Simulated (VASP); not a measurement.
The system is LiH.

```
Li H
1.0
     0.00000    2.14512    2.14512
     2.14512    0.00000    2.14512
     2.14512    2.14512    0.00000
Li H
1 1
Direct
  0.00000 0.00000 0.00000
  0.25000 0.25000 0.25000
```

The cell was built by a generator and needn't be a form met in nature.

Base run:

| Item | Value |
| --- | --- |
| Program | VASP 6.6.1 |
| Functional | PBE |
| Potentials or basis | VASP PAW PBE potentials, release 64 (Li_sv, H) |
| Cutoff | 520 eV |
| k mesh | 8 × 8 × 8 |
| Occupations | gaussian, width 0.01 eV |
| Spin | no spin polarisation |

Its results: band gap on the k mesh 4.20 eV, indirect (least direct gap 5.27 eV).

The run is repeated on the same cell with these changes: functional from PBE to r2SCAN; further incar settings from ALGO = Fast; EDIFF = 1e-07; NBANDS = 9 to ALGO = Normal; EDIFF = 1e-06; NBANDS = 9. What comes out?

Band gap on the k mesh 4.79 eV, indirect (least direct gap 5.85 eV).

A k mesh can miss the band edges.
